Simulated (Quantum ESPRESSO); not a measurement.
This Quantum ESPRESSO 7.5 run on GaN needs a look.

Contents of pw.in:

```
&CONTROL
  calculation = 'scf'
  prefix = 'pwscf'
  outdir = './tmp'
  pseudo_dir = './pseudo'
  tprnfor = .true.
  tstress = .true.
  disk_io = 'low'
/
&SYSTEM
  ibrav = 2
  nat = 4
  ntyp = 2
  ecutwfc = 114
  nbnd = 72
  input_dft = 'pw86pbe'
  occupations = 'smearing'
  smearing = 'fd'
  degauss = 0.00183747
  noncolin = .true.
  lspinorb = .true.
  vdw_corr = 'grimme-d3'
  dftd3_version = 3
/
&ELECTRONS
  conv_thr = 8d-10
  electron_maxstep = 100
  mixing_beta = 0.5
/
ATOMIC_SPECIES
Ga    69.7230 Ga.upf
N     14.0070 N.upf
CELL_PARAMETERS angstrom
   3.2626341063    0.0000000000    0.0000000000
  -1.6313170531    2.8255240192    0.0000000000
   0.0000000000    0.0000000000    5.3002414443
ATOMIC_POSITIONS crystal
Ga     0.6666666667    0.3333333333    0.5000000000
Ga     0.3333333333    0.6666666667    0.0000000000
N      0.6666666667    0.3333333333    0.8750000000
N      0.3333333333    0.6666666667    0.3750000000
K_POINTS automatic
4 4 2 0 0 0
```

Potentials or basis: PseudoDojo 0.4 FR PBEsol stringent.

Run with:

```console
$ OMP_NUM_THREADS=1 pw.x -in pw.in > pw.out
```

pw.out:

```text
This program is part of the open-source Quantum ESPRESSO suite
     for quantum simulation of materials; please cite
         "P. Giannozzi et al., J. Phys.:Condens. Matter 21 395502 (2009);
         "P. Giannozzi et al., J. Phys.:Condens. Matter 29 465901 (2017);
         "P. Giannozzi et al., J. Chem. Phys. 152 154105 (2020);
     in publications or presentations arising from this work. More details at

 %%%%%%%%%%%%%%%%%%%%%%%%%%%%%%%%%%%%%%%%%%%%%%%%%%%%%%%%%%%%%%%%%%%%%%%%%%%%%%
     Error in routine  iosys (1):
      invalid lattice parameters ( celldm or a )
 %%%%%%%%%%%%%%%%%%%%%%%%%%%%%%%%%%%%%%%%%%%%%%%%%%%%%%%%%%%%%%%%%%%%%%%%%%%%%%

     stopping ...
```

Problem. How did it end, and where is the flaw?

Solution. The input was rejected before any iteration. The input holds a flaw that was put in on purpose: ibrav does not fit the cell card.
